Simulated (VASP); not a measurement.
The system is CdF2.

```
Cd F
1.0
     0.00000    2.69400    2.69400
     2.69400    0.00000    2.69400
     2.69400    2.69400    0.00000
Cd F
1 2
Direct
  0.00000 0.00000 0.00000
  0.75000 0.75000 0.75000
  0.25000 0.25000 0.25000
```

Base run:

* Program: VASP 6.6.1
* Functional: PBE
* Potentials or basis: VASP PAW PBE potentials, release 64 (Cd, F)
* Cutoff: 520 eV
* k mesh: 9 × 9 × 9
* Occupations: fermi-dirac, width 0.05 eV
* Spin: no spin polarisation

Its results: band gap on the k mesh 3.10 eV, indirect (least direct gap 3.57 eV); pressure 6.2 GPa.

Question: The run is repeated on the same cell with these changes: functional from PBE to PBEsol. What comes out?

Answer: Band gap on the k mesh 2.93 eV, indirect (least direct gap 3.39 eV); pressure 0.5 GPa.

PBEsol binds more tightly than PBE, so the same cell stands under less pressure.

Caveats: an odd mesh through Γ misses points on the zone boundary, where band edges often lie; the PAW data sets were made with another functional, which shifts forces and pressure a little (some runs).

Not every run made on this cell is shown here.
